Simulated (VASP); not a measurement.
# Si (Fd-3m) in VASP: a series of runs, part 2 of 2

VASP 6.6.1.

## 3. G0W0 quasiparticle levels, PBE

File POSCAR:

```
Si
1.0
    0.0000000000      2.7218511865      2.7218511865
    2.7218511865      0.0000000000      2.7218511865
    2.7218511865      2.7218511865      0.0000000000
Si
2
Direct
    0.5000000000      0.5000000000      0.5000000000
    0.7500000000      0.7500000000      0.7500000000
```

File INCAR.step1:

```
SYSTEM = Si
ALGO     = Normal         ! electronic algorithm
EDIFF    = 1E-8           ! SCF threshold, eV
ENCUT    = 450            ! plane-wave cutoff, eV
GGA      = PE             ! functional
ISMEAR   = 0              ! smearing method
LASPH    = .True.         ! aspherical terms in the spheres
LCHARG   = .False.        ! write CHGCAR
LREAL    = .False.        ! projectors in reciprocal space
LWAVE    = .True.         ! write WAVECAR
NELM     = 100            ! most SCF steps
PREC     = Accurate       ! precision mode
SIGMA    = 0.01           ! smearing width, eV
```

File INCAR.step2:

```
SYSTEM = Si
ALGO     = Exact          ! electronic algorithm
EDIFF    = 1E-8           ! SCF threshold, eV
ENCUT    = 450            ! plane-wave cutoff, eV
GGA      = PE             ! functional
ISMEAR   = 0              ! smearing method
ISTART   = 1            
LASPH    = .True.         ! aspherical terms in the spheres
LCHARG   = .False.        ! write CHGCAR
LOPTICS  = .True.         ! frequency-dependent dielectric function
LREAL    = .False.        ! projectors in reciprocal space
LWAVE    = .True.         ! write WAVECAR
NBANDS   = 52             ! bands
NELM     = 1              ! most SCF steps
PREC     = Accurate       ! precision mode
SIGMA    = 0.01           ! smearing width, eV
```

File INCAR.step3:

```
SYSTEM = Si
ALGO     = EVGW0          ! electronic algorithm
EDIFF    = 1E-8           ! SCF threshold, eV
ENCUT    = 450            ! plane-wave cutoff, eV
ENCUTGW  = 260            ! cutoff of the response function
GGA      = PE             ! functional
ISMEAR   = 0              ! smearing method
ISTART   = 1            
LASPH    = .True.         ! aspherical terms in the spheres
LCHARG   = .False.        ! write CHGCAR
LREAL    = .False.        ! projectors in reciprocal space
LWAVE    = .False.        ! write WAVECAR
NBANDS   = 52             ! bands
NBANDSGW = 12           
NELMGW   = 1            
NOMEGA   = 48             ! frequency points
PREC     = Accurate       ! precision mode
PRECFOCK = Fast         
SIGMA    = 0.01           ! smearing width, eV
```

File KPOINTS:

```
k-points
0
Gamma
  3 3 3
  0 0 0
```

Potentials or basis: VASP PAW PBE potentials, release 64 (Si_GW).

Launch:

```console
> cat potpaw_PBE.64/Si_GW/POTCAR > POTCAR
> cp INCAR.step1 INCAR
> mpirun -np 1 vasp_std > vasp.out
> cp INCAR.step2 INCAR
> mpirun -np 1 vasp_std > vasp.out
> cp INCAR.step3 INCAR
> mpirun -np 1 vasp_std > vasp.out
```

OUTCAR:

```text
SYSTEM = Si
   EDIFF = 1E-8
   ENCUT = 450
   ENCUTGW = 260
   GGA = PE
   ISMEAR = 0
   ISTART = 1
   LASPH = .True.
   LREAL = .False.
   NELMGW = 1
   PREC = Accurate
   PRECFOCK = Fast

 Found      4 irreducible k-points:

 Following reciprocal coordinates:
            Coordinates               Weight
  0.000000  0.000000  0.000000      1.000000
  0.333333  0.000000  0.000000      8.000000
  0.333333  0.333333  0.000000      6.000000
 -0.333333  0.333333  0.000000     12.000000
   k-points           NKPTS =      4   k-points in BZ     NKDIM =     27   number of bands    NBANDS=     52
   number of dos      NEDOS =    301   number of ions     NIONS =      2
   total plane-waves  NPLWV =  21952
   dimension x,y,z NGX =    28 NGY =   28 NGZ =   28
   dimension x,y,z NGXF=    56 NGYF=   56 NGZF=   56
   ions per type =               2
   NGX,Y,Z   is equivalent  to a cutoff of  12.09, 12.09, 12.09 a.u.
   NGXF,Y,Z  is equivalent  to a cutoff of  24.19, 24.19, 24.19 a.u.
 SYSTEM =  Si
   PREC   = accura    normal or accurate (medium, high low for compatibility)
   ISTART =      1    job   : 0-new  1-cont  2-samecut
   ICHARG =      0    charge: 1-file 2-atom 10-const
   ISPIN  =      1    spin polarized calculation?
   LNONCOLLINEAR =      F non collinear calculations
   LSORBIT =      F    spin-orbit coupling
   LASPH  =      T    aspherical Exc in radial PAW
   ENCUT  =  450.0 eV  33.07 Ry    5.75 a.u.   6.66  6.66  6.66*2*pi/ulx,y,z
   NELM   =     60;   NELMIN=  2; NELMDL=  0     # of ELM steps
   EDIFF  = 0.1E-07   stopping-criterion for ELM
   LREAL  =      F    real-space projection
   EDIFFG = 0.1E-06   stopping-criterion for IOM
   NSW    =      0    number of steps for IOM
   IBRION =     -1    ionic relax: 0-MD 1-quasi-New 2-CG
   NFREE  =      0    steps in history (QN), initial steepest desc. (CG)
   ISIF   =      0    stress and relaxation
   ISYM   =      3    0-nonsym 1-usesym 2-fastsym
   POTIM  = 0.5000    time-step for ionic-motion
   TEBEG  =    0.0;   TEEND  =   0.0 temperature during run
   PSTRESS=    0.0 pullay stress
   NELECT =       8.0000    total number of electrons
   NUPDOWN=      -1.0000    fix difference up-down
   EMIN   =  10.00;   EMAX   =-10.00  energy-range for DOS
   EFERMI =   0.00;   METHOD = LEGACY
   ISMEAR =     0;   SIGMA  =   0.01  broadening in eV -4-tet -1-fermi 0-gaus
   EFERMI_NEDOS =   21; number of points for ismear=-14 and -15
   IALGO  =     38    algorithm
   IMIX   =      4    mixing-type and parameters
     AMIX     =   0.40;   BMIX     =  1.00
     AMIX_MAG =   1.60;   BMIX_MAG =  1.00
  volume/ion in A,a.u.               =      20.16       136.08
  Fermi-wavevector in a.u.,A,eV,Ry     =   0.954766  1.804247 12.402783  0.911579
  Thomas-Fermi vector in A             =   2.083543
   LORBIT       =      0    0 simple, 1 ext, 2 COOP (PROOUT), +10 PAW based schemes
   GGA     = PE    functional components
   LHFCALC =     T    Hartree Fock is set to
   PRECFOCK=fast      Normal, Fast or Accurate (Low or Medium for compatibility)
   ENCUT4O =  -1.0   cutoff for four orbital integrals eV
   NKREDX  =     1    reduce k-point grid by
   NKREDY  =     1    reduce k-point grid by
   NKREDZ  =     1    reduce k-point grid by
   AEXX    =    1.0000 exact exchange contribution
   HFSCREEN=    0.0000 screening length (either q_TF or 0.3 A-1)
   HFSCREENC=   0.0000 screening length for correlation (either q_TF or 0.3 A-1)
   ENCUTFOCK=  -1.0 apply spherical cutoff to Coloumb kernel
   IVDW    =     0    specifies the selected vdW correction
   LEPSILON=     F    determine dielectric tensor
   LRPA    =     F    only Hartree local field effects (RPA)
   LRPAFORCE           =     F    calculate RPA forces
   ENCUTGW             = 260.0    cutoff for response function in eV
   ENCUTGWSOFT         = 208.0    soft cutoff for Coulomb kernel in GW response function in eV
   ENCUTLF             =  -1.0    cutoff for local field effects
   NELMGW              =     1    number of iterations in solving QP/BSE equation
   NELMHF              =     1    number of iterations in the inner HF iteration
   NKREDLFX            =     1    NKREDLFY  =   1   NKREDLFZ  =   1
 non-spin polarized calculation
 Gauss-broadening in eV      SIGMA  =   0.01
  energy-cutoff  :      450.00
  volume of cell :       40.33
 maximum number of plane-waves:       893
 NGX is ok and might be reduce to    28
  NGX = 16; NGY = 16; NGZ = 16
   NGX = 13   NGY = 13   NGZ = 13
 maximum number of plane-waves:       389

 QP shifts <psi_nk| G(iteration)W_0 |psi_nk>: iteration 1
 for sc-GW calculations column KS-energies equals QP-energies in previous step
 and V_xc(KS)=  KS-energies - (<T + V_ion + V_H > + <T+V_H+V_ion>^1  + <V_x>^1)

 k-point   1 :       0.0000    0.0000    0.0000
  band No.  KS-energies  QP-energies   sigma(KS)   V_xc(KS)     V^pw_x(r,r')   Z            occupation Imag(sigma)

      1      -6.4325      -6.9158     -11.0609     -10.4342     -17.4248       0.7712       2.0000       1.3592
      2       5.5010       5.2078     -11.8083     -11.4221     -13.4294       0.7591       2.0000       0.0615
      3       5.5010       5.2078     -11.8083     -11.4221     -13.4294       0.7591       2.0000       0.0615
      4       5.5010       5.2078     -11.8083     -11.4221     -13.4294       0.7591       2.0000       0.0615
      5       8.0158       8.3466      -9.6387     -10.0709      -5.3656       0.7655       0.0000      -0.1119
      6       8.0158       8.3466      -9.6387     -10.0709      -5.3656       0.7655       0.0000      -0.1119
      7       8.0158       8.3466      -9.6387     -10.0709      -5.3656       0.7655       0.0000      -0.1119
      8       8.7867       9.2745     -10.3912     -11.0339      -5.5737       0.7592       0.0000      -0.1413
      9      13.1689      13.6478      -9.3490      -9.9879      -4.1513       0.7496       0.0000      -0.2329
     10      13.1689      13.6478      -9.3490      -9.9879      -4.1513       0.7496       0.0000      -0.2329
     11      13.4319      13.3081      -7.7619      -7.6090      -2.4805       0.8093       0.0000      -0.3585
     12      16.6688      16.6774      -8.2371      -8.2483      -2.1676       0.7685       0.0000      -0.6499
[... 36 lines left out ...]
      1      -3.1838      -3.5578     -11.4256     -10.9016     -16.4741       0.7138       2.0000       0.6837
      2      -1.2644      -1.6432     -11.4131     -10.8864     -15.5005       0.7193       2.0000       0.4108
      3       1.0888       0.6574     -10.4228      -9.8453     -12.9795       0.7469       2.0000       0.1677
      4       3.3836       3.0284     -11.2889     -10.8165     -13.4271       0.7518       2.0000       0.0839
      5       7.0350       7.2201      -8.9050      -9.1442      -4.7336       0.7735       0.0000      -0.0952
      6      11.2761      11.4811      -9.4342      -9.7014      -4.5675       0.7672       0.0000      -0.2397
      7      11.9137      12.3156      -9.7142     -10.2516      -4.3400       0.7479       0.0000      -0.3191
      8      12.5261      12.9128      -9.9929     -10.5050      -4.6738       0.7552       0.0000      -0.3200
      9      12.8638      13.2338      -9.7628     -10.2605      -4.1378       0.7435       0.0000      -0.3592
     10      13.1278      13.4296      -9.3592      -9.7484      -4.1666       0.7753       0.0000      -0.3382
     11      19.8065      19.8773      -8.5668      -8.6604      -2.3238       0.7568       0.0000      -0.7845
     12      20.3688      20.3478      -8.2014      -8.1740      -2.0224       0.7655       0.0000      -0.8379
```

OUTCAR.step1:

```text
SYSTEM = Si
   EDIFF = 1E-8
   ENCUT = 450
   GGA = PE
   ISMEAR = 0
   LASPH = .True.
   LREAL = .False.
[... 151 lines left out ...]
      2.72185      2.72185      2.72185        -0.000000     -0.000000     -0.000000
      4.08278      4.08278      4.08278         0.000000      0.000000      0.000000
 -----------------------------------------------------------------------------------
    total drift:                                0.000000      0.000000     -0.000000

  FREE ENERGIE OF THE ION-ELECTRON SYSTEM (eV)
  ---------------------------------------------------
  free  energy   TOTEN  =       -10.2274592544 eV

  energy  without entropy=      -10.2274592544  energy(sigma->0) =      -10.22745925
```

OUTCAR.step2:

```text
SYSTEM = Si
   EDIFF = 1E-8
   ENCUT = 450
   GGA = PE
[... 519 lines left out ...]
  --------------------------------------------------------------------------------------------------------------
     0.00000    34.25252    34.25252    34.25252    -0.00000    -0.00000     0.00000
     0.82408    36.83555    36.83555    36.83555    -0.00000    -0.00000     0.00000
     1.64816    48.50397    48.50397    48.50397    -0.00000    -0.00000     0.00000
     2.47224   106.24401   106.24401   106.24401    -0.00000    -0.00000     0.00000
     3.29632   -23.32470   -23.32470   -23.32470    -0.00000    -0.00000     0.00000
     4.12040    -7.77883    -7.77883    -7.77883     0.00000     0.00000    -0.00000
[... 92 lines left out ...]
    80.75993     0.93646     0.93646     0.93646     0.00000     0.00000    -0.00000
    81.58402     0.93777     0.93777     0.93777     0.00000     0.00000    -0.00000
```

It took 24 s on 1 thread of Intel Xeon 6975P-C (Granite Rapids), shared host; peak memory 0.38 GiB.

The run converged, but some of its settings lie outside the range that counts as converged, so its numbers aren't taken as properties of the crystal.

What came out:

```yaml
Band_gap_on_the_k_mesh_mean-field_level: 0.70 eV, indirect (least direct gap 2.51 eV)
Quasiparticle_gap: 1.15 eV
Least_direct_quasiparticle_gap: 3.14 eV
```

Caveat: the k mesh is coarse (spacing up to 0.67 Å⁻¹), so the values aren't converged; bands, screening cutoff and mesh are small and nothing is extrapolated, so the quasiparticle values aren't converged; an odd mesh through Γ misses points on the zone boundary, where band edges often lie.
